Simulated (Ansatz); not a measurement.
## Re under changes of volume

One of the cells (14.714 Å³/atom); the others are scaled copies at fixed shape and fractional positions:

```xyz
2
Lattice="2.7608 0.0000 0.0000 -1.3804 2.3909 0.0000 0.0000 0.0000 4.4582" Properties=species:S:1:pos:R:3 pbc="T T T"
Re    1.3804    0.7970    3.3436
Re    0.0000    1.5939    1.1145
```

- Program: Ansatz 0.2.0
- Functional: r2SCAN
- Potentials or basis: Ansatz PAW
- Cutoff: 500 eV (not typed: the program's choice for these potentials)
- k mesh: 11 × 11 × 6
- Occupations: fermi-dirac, width 0.05 eV
- Spin: no spin polarisation

| volume (Å³/atom) | energy over the lowest point (meV/atom) | pressure (GPa) |
| --- | --- | --- |
| 13.831 | 68.13 | 26.8 |
| 14.125 | ? | ? |
| 14.420 | 6.35 | 7.7 |
| 14.714 | 0.00 | -0.4 |
| 15.008 | 7.78 | -7.7 |
| 15.303 | 28.22 | -14.2 |
| 15.597 | 60.02 | -20.1 |

Problem. What does the run at 14.125 Å³/atom give?

Solution. Energy over the lowest point 28.47 meV/atom; pressure 16.8 GPa.

Worked out: A Birch-Murnaghan fit of order 3 (a polynomial in V^(-2/3)) to the other rows has its minimum at 14.69 Å³/atom with B0 = V·E''(V) = 386 GPa and B' = 4.4 at fixed shape and positions, which overstates the stiffness. It gives 28.50 meV/atom at 14.125 Å³/atom, against the run's 28.47, and -dE/dV = 16.6 GPa, against 16.8.

Energies are extrapolated to zero smearing.

Caveats: the PAW data sets come from PBE, with cores solved anew for the run's functional, which leaves a small shift of forces and pressure.
